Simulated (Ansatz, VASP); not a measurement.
**Two plane-wave programs on Al**

File INCAR:

```
PREC = Accurate ; ENCUT = 520
EDIFF = 1E-8 ; ISMEAR = -1
SIGMA = 0.05 ; LREAL = False
LASPH = True ; NELM = 80
ALGO = Normal ; ISIF = 2
LWAVE = False ; LCHARG = False
GGA = PE ; LEFG = True
NBANDS = 8
```

Contents of KPOINTS:

```
regular mesh
0
Gamma
  14 14 14
```

Contents of POSCAR:

```
Al
1.0
    0.0202398000      2.0340999000      2.0340999000
    2.0340999000      0.0202398000      2.0340999000
    2.0340999000      2.0340999000      0.0202398000
Al
1
Direct
    0.0000000000      0.0000000000      0.0000000000
```

Input for Ansatz:

```yaml
crystal:
  lattice:
    - [0.0202398, 2.0340999, 2.0340999]
    - [2.0340999, 0.0202398, 2.0340999]
    - [2.0340999, 2.0340999, 0.0202398]
  atoms:
    - { symbol: Al, position: [0.0, 0.0, 0.0] }
kpoints:
  mp_grid: { grid: [14, 14, 14] }
scf:
  occupations: { method: fermi_dirac, width: 0.05 }
hamiltonian:
  xc: pbe
  pseudopotentials: { kind: paw }
output:
  forces: true
  stress: true
  eigenvalues: true
  efg: { contact_densities: true }
```

Change from the starting cell: equal xy, yz and zx shear strains of +1 %, PAW files.

Alike in both runs: task electric field gradients; functional PBE; k mesh 14 × 14 × 14; occupations fermi-dirac, width 0.05 eV; no spin polarisation.

```csv
,VASP,Ansatz
version,VASP 6.6.1,Ansatz 0.2.0
potentials or method,"VASP PAW PBE potentials, release 64 (Al)","PAW with Ansatz's default frozen-core files, scalar-relativistic"
plane-wave cutoff (eV),520,420
valence electrons in the cell,3,3
```

Ansatz gave:

```
pressure (GPa)                                                 : -0.6
Vzz of the field gradient on the site that differs most (V/Å²) : 1.1
```

**Question.** Estimate VASP's values.

**Answer.** Pressure (GPa): -0.6; Vzz of the field gradient on the site that differs most (V/Å²): 1.2.
